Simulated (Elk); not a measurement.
**GaP: optical spectrum from first principles**

Aim: the dielectric function of GaP, and the optical constants that follow from it.

Main program and level: Elk 11.2.3 (patched build); DFT, PBE, all-electron APW+lo, Dirac cores, scalar-relativistic bands, independent-particle optical response without local fields.

### 1. The structure

Symmetry: F-43m, No. 216, cubic system. Conventional cell: a = 5.451 Å, b = 5.451 Å, c = 5.451 Å, α = 90.00°, β = 90.00°, γ = 90.00°. Nearest to Ga lie 4 P at 2.36 Å. Nearest to P lie 4 Ga at 2.36 Å. Farther neighbours are not listed.

### 2. Ground state

First the ground state: is it a metal or has it a gap?

This step: DFT, PBE, all-electron APW+lo, Dirac cores, scalar-relativistic bands, ground state (Elk 11.2.3 (patched build)).

elk.in

```
tasks
  0
  120

xctype
  20

nempty
  12

lorbcnd
  .true.

rgkmax
  7.0

swidth
  0.0018375

maxscl
  100

epsengy
  1e-05

sppath
  './'

avec
  0.000000000000 5.149976121136 5.149976121136
  5.149976121136 0.000000000000 5.149976121136
  5.149976121136 5.149976121136 0.000000000000

atoms
  2
  'Ga.in'
  1
  0.000000000000 0.000000000000 0.000000000000   0.000 0.000 0.000
  'P.in'
  1
  0.750000000000 0.750000000000 0.750000000000   0.000 0.000 0.000

ngridk
  11 11 11
```

On the command line:

```bash
$ OMP_NUM_THREADS=4 elk
```

Numbers of over 12 decimals in the logs are rounded to 6 here.

Log:

```text
┌─────────────────────────┐
│ Elk code version 11.2.3 │
└─────────────────────────┘

All units are atomic (Hartree, Bohr, etc.)

┌─────────────────────────────────────────────────┐
│ Ground-state run starting from atomic densities │
└─────────────────────────────────────────────────┘

Lattice vectors :
   0.000000000       5.149976121       5.149976121
   5.149976121       0.000000000       5.149976121
   5.149976121       5.149976121       0.000000000

Reciprocal lattice vectors :
 -0.6100208195      0.6100208195      0.6100208195
  0.6100208195     -0.6100208195      0.6100208195
  0.6100208195      0.6100208195     -0.6100208195

Unit cell volume      :    273.1779501
Brillouin zone volume :   0.9080169662

Muffin-tin inner radius fraction :   0.1000000000E-01

Nuclei treated as point charges

Species : 1 (Ga)
 parameters loaded from : Ga.in
 name : gallium
 nuclear charge    :   -31.00000000
 electronic charge :    31.00000000
 atomic mass :    127097.2539
 muffin-tin radius :    2.300874861
 number of radial points in muffin-tin :    993
 inner part over the whole radius :   0.9918843173E-02
 number on inner part of muffin-tin    :    701
 approximate nuclear radius :   0.7562051033E-04
 number of mesh points to nuclear radius :    340
 atomic positions (lattice), magnetic fields (Cartesian) :
  1 :   0.00000000  0.00000000  0.00000000    0.00000000  0.00000000  0.00000000

Species : 2 (P)
 parameters loaded from : P.in
 name : phosphorus
 nuclear charge    :   -15.00000000
 electronic charge :    15.00000000
 atomic mass :    56461.71230
 muffin-tin radius :    2.109135289
 number of radial points in muffin-tin :    793
 inner part over the whole radius :   0.9922710880E-02
 number on inner part of muffin-tin    :    553
 approximate nuclear radius :   0.6081821256E-04
 number of mesh points to nuclear radius :    249
 atomic positions (lattice), magnetic fields (Cartesian) :
  1 :   0.75000000  0.75000000  0.75000000    0.00000000  0.00000000  0.00000000

Total number of atoms per unit cell :    2
Total muffin-tin volume :    90.32403810
 ratio of muffin-tin to unit cell volume :   0.3306417596

Spin treatment :
 spin-unpolarised

Number of Bravais lattice symmetries :   48
Number of crystal symmetries         :   24
Crystal has no inversion symmetry
Complex Hermitian eigensolver will be used

k-point grid :     11    11    11
k-point offset :    0.000000000       0.000000000       0.000000000
k-point set is reduced with full crystal symmetry group
Total number of k-points :       91

Muffin-tin radius times maximum |G+k| :    7.000000000
 using average radius
Maximum |G+k| for APW functions       :    3.174595868
Maximum (1/2)|G+k|²                   :    5.039029463
Maximum |G| for potential and density :    12.00000000
Constant for pseudocharge density :    7
 order of it for each species :   14  14
 order of it for pair densities of each species (exact exchange by exxq0 0: 14) :   11   8
Radial integration step length :    1

G-vector grid sizes :     28    28    28
Number of G-vectors :     7823

Maximum angular momentum used for
 APW functions            :    8
 outer part of muffin-tin :    6
 inner part of muffin-tin :    2

Total nuclear charge    :   -46.00000000
Total core charge       :    28.00000000
Total valence charge    :    18.00000000
Total excess charge     :    0.000000000
Total electronic charge :    46.00000000

Effective Wigner radius, rₛ :    1.123396501

Number of empty states         :     24
Total number of valence states :     34
Total number of core states    :     28

Conduction state local-orbitals added automatically
Third-order local-orbitals added for an l without core states : F
Total number of local-orbitals :    117

Exchange-correlation functional :     20     0     0
 Perdew-Burke-Ernzerhof, Phys. Rev. Lett. 77, 3865 (1996)
 gradient requirement :    1
 generalised gradient approximation (GGA)

Smearing type :    3
 Fermi-Dirac
Smearing width :   0.1837500000E-02
Effective electronic temperature (K) :    580.2366081

Mixing type :    3
 Broyden mixing, J. Phys. A: Math. Gen. 17, L317 (1984)

Kohn-Sham potential initialised from atomic data

┌──────────────────────────────┐
│ Self-consistent loop started │
└──────────────────────────────┘

┌─────────────────┐
│ Loop number : 1 │
└─────────────────┘

Energies :
 Fermi                       :     0.104117
 sum of occupied eigenvalues :     -1309.5299920668
 electron kinetic            :      2325.4357834613
 core electron kinetic       :      2183.0389469243
 Coulomb                     :     -4513.1169129816
 Coulomb potential           :     -3504.4159462155
 nuclear-nuclear             :     -300.16871570821
 electron-nuclear            :     -4927.5968611848
 Hartree                     :      714.64866391136
 Madelung                    :     -2760.9089398739
 xc potential                :     -130.54982931261
 exchange                    :     -96.811380425451
 correlation                 :     -2.095751
 electron entropic           :    -0.38194563478285E-11
 total energy                :     -2286.5882613493

Density of states at Fermi energy :   0.5534851132E-07
 (states/Hartree/unit cell)

Estimated indirect band gap :   0.7743195105E-01
 from k-point 1 to k-point 46
Estimated direct band gap   :   0.8231206564E-01
 at k-point 1

Charges :
 core                        :    28.00000000
 valence                     :    18.00000000
 interstitial                :    3.250830740
 muffin-tins (core leakage)
  species : 1 (Ga)
   atom 1                    :    29.43476119     (  0.1327942188E-02)
  species : 2 (P)
   atom 1                    :    13.31440807     (  0.5304590110E-03)
 total in muffin-tins        :    42.74916926
 total calculated charge     :    45.99797994
 total charge                :    46.00000000
 error                       :   0.2020059914E-02

┌─────────────────┐
│ Loop number : 2 │
└─────────────────┘

Energies :
 Fermi                       :     0.105234
 sum of occupied eigenvalues :     -1309.5082326378
 electron kinetic            :      2325.1583314693
 core electron kinetic       :      2182.8238422168
 Coulomb                     :     -4513.1393411636
 Coulomb potential           :     -3504.3935777343
 nuclear-nuclear             :     -300.16871570821
 electron-nuclear            :     -4927.6632667637
 Hartree                     :      714.69264130829
 Madelung                    :     -2760.9425522964
 xc potential                :     -130.27298637277
 exchange                    :     -96.812796161806
 correlation                 :     -2.095811
 electron entropic           :    -0.38298775052605E-11
 total energy                :     -2286.8896165357

Density of states at Fermi energy :   0.5549661811E-07
 (states/Hartree/unit cell)

Estimated indirect band gap :   0.7711401321E-01
 from k-point 1 to k-point 46
Estimated direct band gap   :   0.8206966228E-01
 at k-point 1

Charges :
 core                        :    28.00000000
 valence                     :    18.00000000
 interstitial                :    3.251581009
 muffin-tins (core leakage)
  species : 1 (Ga)
   atom 1                    :    29.43752100     (  0.1326646068E-02)
  species : 2 (P)
   atom 1                    :    13.31089799     (  0.5307545260E-03)
 total in muffin-tins        :    42.74841899
 total calculated charge     :    45.99798169
 total charge                :    46.00000000
 error                       :   0.2018308687E-02

RMS change in Kohn-Sham potential (target) :   0.4251068371     (  0.1000000000E-05)
Absolute change in total energy (target)   :   0.3013551864     (  0.1000000000E-04)

[... 13 loops left out ...]

┌──────────────────┐
│ Loop number : 16 │
└──────────────────┘

Energies :
 Fermi                       :     0.209652
 sum of occupied eigenvalues :     -1305.7349640898
 electron kinetic            :      2326.0399429088
 core electron kinetic       :      2182.7005312534
 Coulomb                     :     -4513.3597858510
 Coulomb potential           :     -3503.3165454475
 nuclear-nuclear             :     -300.16871570821
 electron-nuclear            :     -4929.1389059187
 Hartree                     :      715.94783577595
 Madelung                    :     -2761.7015131272
 xc potential                :     -128.45836155110
 exchange                    :     -96.831754452685
 correlation                 :     -2.098333
 electron entropic           :    -0.71023744009409E-10
 total energy                :     -2286.2499304054

Density of states at Fermi energy :   0.1166860010E-05
 (states/Hartree/unit cell)

Estimated indirect band gap :   0.5924181940E-01
 from k-point 1 to k-point 46
Estimated direct band gap   :   0.6695942076E-01
 at k-point 1

Charges :
 core                        :    28.00000000
 valence                     :    18.00000000
 interstitial                :    3.293108082
 muffin-tins (core leakage)
  species : 1 (Ga)
   atom 1                    :    29.56812017     (  0.1275369978E-02)
  species : 2 (P)
   atom 1                    :    13.13877175     (  0.5346255251E-03)
 total in muffin-tins        :    42.70689192
 total calculated charge     :    45.99807482
 total charge                :    46.00000000
 error                       :   0.1925180255E-02

RMS change in Kohn-Sham potential (target) :   0.1282557028E-07 (  0.1000000000E-05)
Absolute change in total energy (target)   :   0.2459637471E-05 (  0.1000000000E-04)

Convergence targets achieved

┌──────────────────┐
│ Loop number : 17 │
└──────────────────┘

Energies :
 Fermi                       :     0.209652
 sum of occupied eigenvalues :     -1305.7349641586
 electron kinetic            :      2326.0399429010
 core electron kinetic       :      2182.7005312328
 Coulomb                     :     -4513.3597859458
 Coulomb potential           :     -3503.3165454976
 nuclear-nuclear             :     -300.16871570821
 electron-nuclear            :     -4929.1389060429
 Hartree                     :      715.94783580532
 Madelung                    :     -2761.7015131970
 xc potential                :     -128.45836156193
 exchange                    :     -96.831754453409
 correlation                 :     -2.098333
 electron entropic           :    -0.71023814378309E-10
 total energy                :     -2286.2499305091

Density of states at Fermi energy :   0.1166861229E-05
 (states/Hartree/unit cell)

Estimated indirect band gap :   0.5924181559E-01
 from k-point 1 to k-point 46
Estimated direct band gap   :   0.6695941786E-01
 at k-point 1

Charges :
 core                        :    28.00000000
 valence                     :    18.00000000
 interstitial                :    3.293108075
 muffin-tins (core leakage)
  species : 1 (Ga)
   atom 1                    :    29.56812017     (  0.1275369973E-02)
  species : 2 (P)
   atom 1                    :    13.13877175     (  0.5346255235E-03)
 total in muffin-tins        :    42.70689192
 total calculated charge     :    45.99807482
 total charge                :    46.00000000
 error                       :   0.1925180255E-02

┌──────────────────────────────┐
│ Self-consistent loop stopped │
└──────────────────────────────┘

Warning : core states of species 1 leak from the muffin-tin :   0.1275369973E-02

Warning : core states of species 2 leak from the muffin-tin :   0.5346255235E-03

Wrote STATE.OUT
```

The job ended after 14 s (4 threads of Intel Xeon Platinum 8488C (Sapphire Rapids), shared host; peak memory 0.13 GiB; 49 s of CPU time).

Read-outs, printed or worked out from the files:

```
total energy           : -2286 Ha
Fermi energy           : 5.705 eV
DOS at the Fermi level : 4.29e-8 states/eV/cell
gap on the k-mesh      : 1.612 eV
direct gap on the mesh : 1.822 eV
```

There is a gap, 1.61 eV on this mesh (points off the mesh can give less), so no carriers' term is needed.

### 3. Independent particles

With the density converged, the vertical transitions are summed over the zone.

This step: DFT, PBE, all-electron APW+lo, Dirac cores, scalar-relativistic bands, independent-particle optical response without local fields (Elk 11.2.3 (patched build)).

elk.in: that of step 2 with these lines changed.

```diff
@@ -1,4 +1,6 @@
 tasks
-  0
-  120
+  121
+
+optcomp
+  1 1
 
@@ -17,9 +19,7 @@
 swidth
-  0.0018375
+  0.0055124
 
-maxscl
-  100
-
-epsengy
-  1e-05
+wplot
+  400 100 0
+  0.0 0.51449
```

On the command line:

```bash
$ OMP_NUM_THREADS=4 elk
```

Log:

```text
┌─────────────────────────────────┐
│ Elk code version 11.2.3 started │
└─────────────────────────────────┘

Info(readinput): the functional depends on the density's gradient
 muffin-tin radial points multiplied by    2.00000
 (not where nrmtscf is given)

┌────────────────────┐
│ Current task : 121 │
└────────────────────┘
Info(checkmt): changed muffin-tin radius of species 1 (Ga) from   2.4000 to   2.3009
Info(checkmt): changed muffin-tin radius of species 2 (P) from   2.2000 to   2.1091

Info(dielectric):
 dielectric tensor written to EPSILON_ij.OUT
 optical conductivity written to SIGMA_ij.OUT
 for components
  i = 1, j = 1

┌──────────────────┐
│ Elk code stopped │
└──────────────────┘
```

The job ended after 1.4 s (4 threads; peak memory 0.04 GiB).

Read-outs, printed or worked out from the files:

| Property | Result |
| --- | --- |
| electronic dielectric constant ε∞, mean over x, y and z (by symmetry where fewer were run) | 10.90 |
| main peak of Im epsilon, first axis | 4.424 eV |

The Im ε, E ∥ x has structure finer than the step of the table below, so its rows give means over 0.5 eV, whole bins alone (the curve runs from 0 to 14.0 eV). Peaks (eV: height): 4.41: 30.8, 5.25: 19.8.

Values under the direct gap are tails of Lorentzian lines. Table of Im ε, E ∥ x by photon energy; means over each step:

| photon energy (eV) | Im ε, E ∥ x |
| --- | --- |
| 0.5 | 0.100 |
| 1.0 | 0.240 |
| 1.5 | 0.628 |
| 2.0 | 1.45 |
| 2.5 | 5.09 |
| 3.0 | 9.58 |
| 3.5 | 11.8 |
| 4.0 | 17.2 |
| 4.5 | 23.6 |
| 5.0 | 15.1 |
| 5.5 | 14.6 |
| 6.0 | 8.46 |
| 6.5 | 6.27 |
| 7.0 | 5.24 |
| 7.5 | 3.75 |
| 8.0 | 2.90 |
| 8.5 | 2.45 |
| 9.0 | 1.94 |
| 9.5 | 1.97 |
| 10.0 | 1.35 |
| 10.5 | 1.23 |
| 11.0 | 0.957 |
| 11.5 | 0.759 |
| 12.0 | 0.702 |
| 12.5 | 0.517 |
| 13.0 | 0.502 |
| 13.5 | 0.393 |

The Re ε, E ∥ x by photon energy:

photon energy (eV), Re ε, E ∥ x and a bar from the least value:
```
      0.0       10.9 ######################
      0.5       11.1 ######################
      1.0       11.6 #######################
      1.5       12.7 ########################
      2.0       14.1 ##########################
      2.5       17.4 ##############################
      3.0       13.3 #########################
      3.5       15.2 ###########################
      4.0       14.7 ###########################
      4.5       -4.6 ####
      5.0        1.4 ###########
      5.5       -7.3 #
      6.0       -7.8 
      6.5       -4.7 ####
      7.0       -4.5 ####
      7.5       -4.3 ####
      8.0       -3.2 ######
      8.5       -3.1 ######
      9.0       -2.5 ######
      9.5       -2.2 #######
     10.0       -2.1 #######
     10.5       -1.6 #######
     11.0       -1.7 #######
     11.5       -1.1 ########
     12.0       -1.1 ########
     12.5       -0.9 ########
     13.0       -0.7 ########
     13.5       -0.6 #########
```

Table of refractive index n and extinction k by photon energy:

| photon energy (eV) | n | k |
| --- | --- | --- |
| 0.0 | 3.30 | 0 |
| 0.5 | 3.33 | 0.0149 |
| 1.0 | 3.40 | 0.0344 |
| 1.5 | 3.57 | 0.0774 |
| 2.0 | 3.75 | 0.171 |
| 2.5 | 4.22 | 0.596 |
| 3.0 | 3.80 | 1.09 |
| 3.5 | 4.13 | 1.36 |
| 4.0 | 4.23 | 1.79 |
| 4.5 | 3.43 | 4.05 |
| 5.0 | 2.82 | 2.55 |
| 5.5 | 2.06 | 3.39 |
| 6.0 | 1.28 | 3.07 |
| 6.5 | 1.27 | 2.51 |
| 7.0 | 1.05 | 2.38 |
| 7.5 | 0.798 | 2.21 |
| 8.0 | 0.735 | 1.92 |
| 8.5 | 0.619 | 1.85 |
| 9.0 | 0.540 | 1.67 |
| 9.5 | 0.638 | 1.62 |
| 10.0 | 0.446 | 1.53 |
| 10.5 | 0.475 | 1.37 |
| 11.0 | 0.357 | 1.36 |
| 11.5 | 0.348 | 1.12 |
| 12.0 | 0.321 | 1.08 |
| 12.5 | 0.256 | 0.983 |
| 13.0 | 0.289 | 0.912 |
| 13.5 | 0.227 | 0.808 |

Values under the direct gap are tails of Lorentzian lines. Table of loss function −Im 1/ε at q → 0, E ∥ x by energy loss; read off at these points:

energy loss (eV), loss function −Im 1/ε at q → 0, E ∥ x and a bar:
```
      0.0      0.000 
      0.5      0.001 
      1.0      0.002 
      1.5      0.003 
      2.0      0.006 
      2.5      0.015 #
      3.0      0.034 #
      3.5      0.031 #
      4.0      0.034 #
      4.5      0.035 #
      5.0      0.069 ###
      5.5      0.056 ##
      6.0      0.064 ###
      6.5      0.102 ####
      7.0      0.110 ####
      7.5      0.115 #####
      8.0      0.157 ######
      8.5      0.157 ######
      9.0      0.190 ########
      9.5      0.225 #########
     10.0      0.212 #########
     10.5      0.296 ############
     11.0      0.249 ##########
     11.5      0.415 #################
     12.0      0.425 #################
     12.5      0.473 ###################
     13.0      0.630 ##########################
     13.5      0.740 ##############################
```

The reflectivity at normal incidence, E ∥ x has structure finer than the step of the table below, so its rows give means over 0.5 eV, whole bins alone (the curve runs from 0 to 14.0 eV). Peaks (eV: height): 4.55: 62.7, 5.98: 65.1, 7.42: 62.3, 8.40: 59.7, 10.12: 61.2, 11.23: 64.7, 12.39: 61.3.

The reflectivity at normal incidence, E ∥ x by photon energy; means over each step:

photon energy (eV), reflectivity at normal incidence, E ∥ x (%) and a bar from the least value:
```
      0.5       28.9 
      1.0       29.8 #
      1.5       31.7 ##
      2.0       34.0 #####
      2.5       39.1 #########
      3.0       39.4 #########
      3.5       41.6 ###########
      4.0       46.3 ################
      4.5       58.2 ##########################
      5.0       48.4 ##################
      5.5       59.5 ############################
      6.0       62.1 ##############################
      6.5       56.0 ########################
      7.0       57.0 #########################
      7.5       60.8 #############################
      8.0       57.0 #########################
      8.5       57.9 ##########################
      9.0       56.7 #########################
      9.5       53.1 ######################
     10.0       59.9 ############################
     10.5       55.1 ########################
     11.0       60.6 #############################
     11.5       57.2 ##########################
     12.0       56.6 #########################
     12.5       59.5 ############################
     13.0       54.1 #######################
     13.5       56.0 ########################
```

At chosen wavelengths:

| wavelength (nm) | n | k | R (%) | 1/α |
| --- | --- | --- | --- | --- |
| 1550 | 3.37 | 0.026 | 29.4 | 4.8 µm |
| 1064 | 3.45 | 0.044 | 30.3 | 1.9 µm |
| 800 | 3.59 | 0.087 | 31.9 | 731 nm |
| 532 | 4.13 | 0.334 | 37.5 | 127 nm |
| 365 | 4.04 | 1.301 | 40.4 | 22 nm |
| 308 | 4.30 | 1.811 | 45.2 | 14 nm |
| 193 | 1.28 | 2.515 | 55.5 | 6.1 nm |

Below the direct gap, k and the depth come from the tails of the Lorentzian lines, not from transitions.

Rows near the edge hang on the gap, which this functional as a rule makes too small, and phonon-assisted absorption is left out.

### 4. Summary of results

```yaml
electronic_dielectric_constant_eps_infinity_mean_over_x_y_and_z_by_symmetry_where_fewer_were_run_independent_particles: 10.9
main_peak_of_im_epsilon_first_axis: 4.42 eV
```

In words: At this level (PBE, independent particles) GaP has ε∞ = 10.9 and n = 3.37 at 1550 nm, and Im ε peaks at 4.4 eV. On the mesh the gap is 1.61 eV and the least direct gap 1.82 eV, so on this mesh the band edges lie at different points. Distinct maxima of Im ε, read by a parabola through the highest points, lie at 2.82 eV (12), 4.42 eV (31) and 5.25 eV (20). Excitons and phonon-assisted transitions are missing, and so are local fields; PBE gaps are as a rule too small, which pulls the onset down and ε∞ up. The sum runs over mesh points, so small or evenly spaced maxima can still be ripples of the mesh.

[Machine, clock and banner lines and Python warnings are left out of the logs.]

[Logs are printed without paths, hosts, clocks, repeated set-up lines and the standing remarks that a program may print on its own settings, such as how far it seeks lower states.]

[Hosts, paths, dates, database ids (printed as entryN), source tags and the programs' standing remarks are cut or masked in the printed files.]
